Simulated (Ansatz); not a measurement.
GeO$_{2}$ (alpha-quartz type, space group P3_121)

```
CELL_PARAMETERS angstrom
      5.09349     0.00000     0.00000
     -2.54674     4.41109     0.00000
      0.00000     0.00000     5.76775
ATOMIC_POSITIONS crystal
  Ge 0.45565 0.00000 0.83333
  Ge 0.00000 0.45565 0.16667
  Ge 0.54435 0.54435 0.50000
  O  0.39740 0.29816 0.74186
  O  0.70184 0.09924 0.07519
  O  0.90076 0.60260 0.40853
  O  0.09924 0.70184 0.92481
  O  0.29816 0.39740 0.25814
  O  0.60260 0.90076 0.59147
```

The slice is a (-1 1 0 2) plane (indices of the conventional cell) through the point (0.397, 0.298, 0.742) (fractional), spanned by u = [110] and v = [1 -1 1] in vectors of this cell: u (5.09 Å) and v (10.54 Å, at 90° to u). It covers one period; positions are fractions (u, v).

Computed with PBE (plane waves to 420 eV, PAW, scalar-relativistic; Ansatz, a quantum-chemistry and plane-wave program). k mesh 8×8×6. Inside the PAW spheres the values are not all-electron values, and peaks at nuclei hang on which shells count as valence. GeO2 was relaxed with its symmetry unable to fall.

Q: Predict the map of the density of the highest valence band (whole band, smooth part) on the slice.

A: 
| v \ u | 0.00 | 0.20 | 0.40 | 0.60 | 0.80 |
|---|---|---|---|---|---|
| 0.90 | 0.004 | 0.000 | 0.040 | 0.005 | 0.002 |
| 0.80 | 0.000 | 0.013 | 0.100 | 0.006 | 0.000 |
| 0.70 | 0.008 | 0.002 | 0.008 | 0.001 | 0.025 |
| 0.60 | 0.089 | 0.001 | 0.000 | 0.000 | 0.025 |
| 0.50 | 0.005 | 0.001 | 0.009 | 0.007 | 0.002 |
| 0.40 | 0.002 | 0.001 | 0.007 | 0.060 | 0.002 |
| 0.30 | 0.097 | 0.044 | 0.000 | 0.000 | 0.001 |
| 0.20 | 0.004 | 0.003 | 0.024 | 0.070 | 0.001 |
| 0.10 | 0.006 | 0.004 | 0.006 | 0.020 | 0.001 |
| 0.00 | 0.002 | 0.025 | 0.000 | 0.000 | 0.022 |

Values: density of the highest valence band (whole band, smooth part) in e/Å³.
